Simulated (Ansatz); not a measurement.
**Ionic part of the dielectric constant of MgO at -3 GPa, mode by mode**

Computed with Ansatz 0.2.0, DFT PBE, scalar-relativistic, plane waves, PAW. Plane waves to 420 eV; Γ-centred k mesh 10×10×10; fixed occupations. No spin polarisation. Phonons by linear response, acoustic sum rule imposed.

It takes space group Fm-3m (No. 225, cubic). Conventional cell: a = 4.284 Å, b = 4.284 Å, c = 4.284 Å, α = 90.00°, β = 90.00°, γ = 90.00°. Mg (site symmetry m-3m) is surrounded by 6 O at 2.14 Å. O (site symmetry m-3m) is surrounded by 6 Mg at 2.14 Å.

The primitive cell has V = 19.65 Å³ and ε∞,xx = 3.268. Each polar mode adds Δε = (4.92064×10⁷/V)·S/ν² along x, with S its oscillator strength in e²/amu, ν in cm⁻¹ and V in Å³.

Problem. From these modes, find each Δε and ε0,xx.
```json
{"ν (cm⁻¹)": "345.4", "S_xx (e²/amu)": "0.4177"}
```

Solution.
```tsv
ν (cm⁻¹)	Δε
345.4	8.77
```

The sum is 8.768, so ε0,xx = 12.04; the run's tensor has 12.04.

Problem. Where do the longitudinal modes lie for a wave vector along x?

Solution. At 663 cm⁻¹. The Lyddane–Sachs–Teller product Π(ν_LO/ν_TO)² = 3.68 matches ε0/ε∞ = 3.68.

Cost: 1 run of about 0.21 core-minutes, on Arm Neoverse V1 (shared hosts).

Lattice polarisation dominates the static response of MgO here: the single polar mode contributes 8.77, against an ε∞ of only 3.268. The oscillator strength, combined with the Mg-O reduced mass, implies a Born effective charge close to the formal ionic charge, as expected for a strongly ionic oxide with little dynamical charge transfer. The same charge drives the large splitting between 345.4 and 663 cm⁻¹, because the longitudinal mode is stiffened by a macroscopic field that the electrons screen only weakly.

The transverse mode is softer, and ε0 larger, than known for MgO at ambient pressure. Tension is a natural cause, since stretched bonds weaken the short-range repulsion that supplies the restoring force, and the inverse-square dependence on frequency amplifies the effect. PBE's tendency to overestimate the lattice constant probably adds to it; a single pressure cannot separate the two. The Lyddane–Sachs–Teller agreement shows internal consistency, not accuracy against experiment, as the relation holds for any harmonic crystal of this kind.
